PBE, a density functional, can be used to rank crystals by band gap before any sample is made. The table sets such computed gaps beside measured ones, with spin-orbit coupling left out of all the calculations.

GPAW 26.7.0, Kohn-Sham DFT with the PBE functional and plane waves, for eleven crystals in their given cells, without relaxation, spin polarisation or spin-orbit coupling. Each computed band gap is the lowest empty level less the highest filled level found on the k-mesh, whether or not the two lie at the same k-point.

| formula | space group | volume of the given cell (Å³/atom) | potentials or basis | wave cutoff (eV) | k-mesh | computed band gap (eV) | measured band gap (eV) | range of the values found (eV) | what was measured, and how | source | computed less measured (eV) |
| --- | --- | --- | --- | --- | --- | --- | --- | --- | --- | --- | --- |
| TePb | Fm-3m | 33.73 | GPAW PAW data sets (gpaw data 1.2.1) | 500 | 6x6x6 | 0.692 | 0.2 | 0.19 to 0.32 | band gap at L from dI/dV; scanning tunneling spectroscopy; bulk crystal | arXiv:2304.02844 (2023) | 0.49 |
| Bi2Se3 | R-3m | 28.38 | GPAW PAW data sets (gpaw data 1.2.1) | 450 | 6x6x6 | 0.196 | 0.35 | 0.215 to 0.47 | direct optical gap from Tauc plot; FTIR absorption; film | pmc:10609111 (2023) | -0.15 |
| Ge | Fd-3m | 22.64 | GPAW PAW data sets (gpaw data 1.2.1) | 600 | 8x8x8 | 0.09 | 0.744 | 0.66 to 0.89 | fundamental band gap, quoted from earlier experiments; not stated; bulk crystal | arXiv:cond-mat/0311008 (2003) | -0.65 |
| Te2Mo | P6_3/mmc | 24.96 | GPAW PAW data sets (gpaw data 1.2.1) | 600 | 9x9x2 | 0.773 | 0.88 | 0.83 to 1.06 | indirect optical gap from extrapolated square root of absorption; phonon energy not resolved; optical transmission spectroscopy; bulk crystal | arXiv:1407.1219 (2014) | -0.11 |
| InP | F-43m | 25.17 | GPAW PAW data sets (gpaw data 1.2.1) | 600 | 8x8x8 | 0.711 | 1.42 | one value | experimental band gap used for comparison with the calculated gap; not stated; bulk crystal | arXiv:cond-mat/0006134 (2000) | -0.71 |
| CdTe | F-43m | 32.92 | GPAW PAW data sets (gpaw data 1.2.1) | 600 | 7x7x7 | 0.871 | 1.57 | 1.57 to 1.592 | direct allowed optical gap from Tauc plot; UV-vis transmission; film | pmc:6213385 (2018) | -0.70 |
| CdS | P6_3mc | 25.12 | GPAW PAW data sets (gpaw data 1.2.1) | 600 | 7x7x4 | 1.177 | 2.44 | 2.4 to 2.5963 | direct optical gap from Tauc plot of (alpha h nu)^2; UV-Vis diffuse reflectance; powder | pmc:10275871 (2023) | -1.26 |
| ZnSe | F-43m | 22.76 | GPAW PAW data sets (gpaw data 1.2.1) | 600 | 8x8x8 | 1.298 | 2.6 | 2.59 to 2.695 | direct optical gap at Gamma from Tauc plot of absorption; optical absorption spectroscopy; film | pmc:8624428 (2021) | -1.30 |
| TiO2 (1) | P4_2/mnm | 10.44 | GPAW PAW data sets (gpaw data 1.2.1) | 800 | 4x4x6 | 1.873 | 3.03 | 3.03 to 3.2 | direct gap, E perpendicular to c; optical experiment; bulk crystal | arXiv:2011.08928 (2020) | -1.16 |
| TiO2 (2) | I4_1/amd | 11.35 | GPAW PAW data sets (gpaw data 1.2.1) | 800 | 10x10x10 | 2.145 | 3.2 | 3.1 to 3.98 | indirect optical gap from Tauc plot; UV-vis diffuse reflectance; powder | pmc:9047060 (2020) | -1.06 |
| SnO2 | P4_2/mnm | 11.92 | GPAW PAW data sets (gpaw data 1.2.1) | 800 | 4x4x6 | 1.314 | 3.6 | 3.6 to 3.85 | band gap, experimental value quoted for comparison with calculation; not stated; bulk crystal | pmc:4705631 (2016) | -2.29 |

**(a) Ten of the eleven computed gaps are too small. Could one correction rule, applied to the computed gap alone, repair them?**

*Solution.* Compare SnO2 with the first TiO2 entry, rutile. Both crystals have the same structure type and were computed with the same mesh and cutoff. PBE gives SnO2 the smaller gap, by 0.56 eV; measurement gives it the larger one, by 0.57 eV. A common shift, a common factor or any other rule that turns a larger computed gap into a larger corrected one keeps the wrong order.

The error in SnO2 matters when a transparent contact is to be chosen. If the gap is read simply as the absorption edge, the computed one lets SnO2 absorb all visible light, with an edge near 940 nm. The measured gap puts the edge near 340 nm, in the ultraviolet, and the film is clear.

**(b) What property of the crystal sets the size of the error? Estimate it for SnO2.**

*Solution.* A true gap is the cost of taking an electron out of the crystal less the energy gained when one is added. PBE replaces this by the distance between a filled and an empty level in one local potential, which acts alike on both. Real exchange does not: it lowers a filled state more than an empty one, because it works through overlap with the filled orbitals. In an exact theory that keeps one local potential, this difference would show up as a jump of the potential when an electron is added across the gap. PBE's potential has no such jump.

The missing energy is electrostatic in origin, so the surrounding electrons weaken it. For two charges a distance r apart it is of order e²/(εr), where ε is the dielectric constant due to the electrons alone and r is about a bond length. A crystal whose electrons are tightly held has a small ε, screens poorly and should show a large error.

For SnO2, ε is roughly 4 and r roughly 2 Å. With e² = 14.4 eV Å, the estimate is 14.4/(4 × 2) = 1.8 eV. The table shows an error of 2.3 eV, so the size is right but the estimate is low.

For rutile, ε is taken here as 6.6, a rough value that is probably on the low side, and the same step gives about 1.1 eV, near the error found. In this rough picture, screening accounts for about two thirds of the extra error of SnO2. The rest may come from the different conduction edges, built mainly from Sn s states in one crystal and Ti d states in the other; no calculation here tests that guess.

The same reasoning orders CdS and CdTe. Tellurium holds its outer electrons more loosely than sulfur, so CdTe screens better, and its gap is too small by 0.70 eV against 1.26 eV for CdS. Part of this contrast is false, however. Spin-orbit coupling would raise the top of the valence band in CdTe by roughly 0.3 eV and narrow the computed gap further, so its omission hides some of PBE's error. The CdTe cell used here is also slightly compressed, which widens the computed gap and hides a little more.

With such spin-orbit estimates included, a law C/ε with one fitted constant C was tested on eight crystals, SnO2 and rutile among them. It leaves a typical miss of 0.23 eV, against 0.58 eV for a common shift; the output below gives the details. One constant C means one distance r for every crystal, here about 1.9 Å, although the bonds in CdTe are near 2.8 Å long. So r only sets the scale, and the fit tests the dependence on ε alone. The result supports screening without proving it, since ε itself tends to fall as gaps widen and the values of ε are rough. The law also puts the two TiO2 forms in the wrong order: it gives anatase, the second entry, the larger error, 1.34 eV against 1.157 eV, while the missing gap of anatase is the smaller one, 1.055 eV. The character of the conduction edge sorts the rows too. The three crystals whose edge is built mainly from metal d states (MoTe2 and both forms of TiO2) keep more than 0.6 of the measured gap, and the five with s-like edges keep less than 0.56. These eight rows cannot separate that influence from screening. Other causes are mixed in as well: in ZnSe, for example, PBE places the filled Zn 3d levels too high, and they push up the top of the valence band. MoTe2 (listed as Te2Mo) fits badly: its error is much smaller than the law predicts. Its mesh may have missed the lowest conduction state, which would leave the computed gap too wide. No spin-orbit shift was estimated for it: its valence top is a single level at the zone centre, well apart from the next one, so the coupling is expected to matter only if it lifts states elsewhere in the zone above that level. Both band edges are also expected to be largely Mo d in character, and exchange should shift two such similar states more alike. No run here tests these points.

**(c) PbTe, Bi2Se3 and Ge were kept out of that fit. What in their numbers shows that the computed and the measured gap are not the same quantity?**

*Solution.* In PbTe (listed as TePb) the warning is the sign: its gap is the only one that is too large, by 0.49 eV. Spin-orbit coupling is strong in lead and tellurium and is known to pull the two band edges of this crystal together. If PBE still makes its usual error in the other direction, the omitted coupling must narrow the gap by more than 0.49 eV.

Bi2Se3 looks harmless, with an error of only −0.15 eV. Yet in the real crystal spin-orbit coupling exchanges the characters of the two band edges at the zone centre. Without that coupling, the computed edges are expected to keep their original order. The near agreement then compares two different electronic structures and is no sign of accuracy. GPAW also warned that results may be wrong for the strongly skewed cell used in this run.

In Ge the warning is where the gap lies. The computed gap of 0.09 eV is direct, at the centre of the Brillouin zone, whereas the real crystal has its lowest conduction states at the zone boundary. Against the measured direct gap of roughly 0.9 eV, PBE is too low by about 0.8 eV, more than the table's error suggests. Spin-orbit coupling would take away roughly another 0.1 eV and leave practically no gap. The screening law predicts only about half of this shortfall. The zone-boundary valley lies higher in this run, so its shortfall is smaller and nearer the law. The error is PBE's usual one, but its size depends on the valley, and one dielectric constant per crystal cannot tell one conduction valley from another.

Printed output of the fit:

```
fit of need on 8 rows (ok): coefficient of inv 7.636 +/- 0.52; rms 0.227, worst SnO2 -0.377, leave-one-out rms 0.275
  rows outside the fit (model, value, miss): TePb 0.2314, -0.492, 0.723; Bi2Se3 0.2633, 0.154, 0.109; Ge 0.4772, 0.754, -0.277
fit of need on 8 rows (ok): coefficient of ysoc 0.8449 +/- 0.18; rms 0.616, worst SnO2 -1.18, leave-one-out rms 0.743
  rows outside the fit (model, value, miss): TePb 0.5847, -0.492, 1.08; Bi2Se3 0.1656, 0.154, 0.0116; Ge -0.008449, 0.754, -0.762
Common shift, mean missing gap of the eight fitted rows (eV): 1.134
Rms miss left by the common shift (eV): 0.5779
Length that belongs to the screening constant, e2/C (angstrom): 1.886
Missing gap after the spin-orbit estimate:
       row  epsilon  computed_over_measured  missing_eV  screening_model_eV
      TePb       33                    3.46      -0.492              0.2314
    Bi2Se3       29                    0.56       0.154              0.2633
        Ge       16                   0.121       0.754              0.4772
     Te2Mo       16                  0.8784       0.107              0.4772
       InP      9.6                  0.5007      0.7457              0.7954
      CdTe      7.1                  0.5548       0.999               1.075
       CdS      5.3                  0.4824       1.286               1.441
      ZnSe      5.9                  0.4992       1.435               1.294
  TiO2 (1)      6.6                  0.6182       1.157               1.157
  TiO2 (2)      5.7                  0.6703       1.055                1.34
      SnO2        4                   0.365       2.286               1.909
SnO2 less rutile TiO2, computed gap (eV): -0.559
SnO2 less rutile TiO2, measured gap (eV): 0.57
Extra underestimate of SnO2 against rutile TiO2 (eV): 1.129
The same extra underestimate from the screening model (eV): 0.752
Absorption edge of SnO2 from the computed gap (nm): 943.7
Absorption edge of SnO2 from the measured gap (nm): 344.4
PbTe computed less measured gap (eV): 0.492
Ge gap at Gamma after the spin-orbit estimate (eV): -0.01
Ge missing direct gap against a recalled 0.9 eV (eV): 0.91
```
